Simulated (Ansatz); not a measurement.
The system is CdSe (Cadmoselite).

```
Cd Se
1.0
     4.30000    0.00000    0.00000
    -2.15000    3.72391    0.00000
     0.00000    0.00000    7.02000
Cd Se
2 2
Direct
  0.66667 0.33333 0.50000
  0.33333 0.66667 0.00000
  0.66667 0.33333 0.88500
  0.33333 0.66667 0.38500
```

```yaml
Program: Ansatz 0.2.0
Task: relaxation of cell and atoms
Functional: PBE0
Potentials_or_basis: Ansatz PAW
Cutoff: "420 eV (not typed: the program's choice for these potentials)"
k_mesh: 4 × 4 × 2
Occupations: fermi-dirac, width 0.05 eV
Spin: no spin polarisation
```

At the start: volume 28.10 Å³/atom.

Task: Where does the relaxation end?

Result: It ends after 5 steps and the volume is 28.97 Å³/atom (+3.1 %); space group P6_3mc (No. 186, to 0.05 Å).

The path:
```
step  energy change (eV)  largest force (eV/Å)  volume (Å³)
   1              0.0000                0.2918       112.41
   2             -0.0334                0.0168       117.07
   3             -0.0361                0.0063       116.08
   4             -0.0363                0.0002       115.89
   5             -0.0389                0.0002       115.89
```

Final structure:
```xyz
4
Lattice="4.3510 0.0000 0.0000 -2.1755 3.7681 0.0000 0.0000 0.0000 7.0686" Properties=species:S:1:pos:R:3 pbc="T T T"
Cd    2.1755    1.2560    3.5649
Cd    0.0000    2.5121    0.0306
Se    2.1755    1.2560    6.2251
Se    0.0000    2.5121    2.6908
```

Caveat: the k mesh is coarse (spacing up to 0.45 Å⁻¹), so the values aren't converged, least of all with exact exchange; the plane-wave basis is chosen anew once the cell has moved, so the energies of steps on either side of that aren't comparable; the PAW data sets come from PBE, with cores solved anew for the run's functional, which leaves a small shift of forces and pressure.
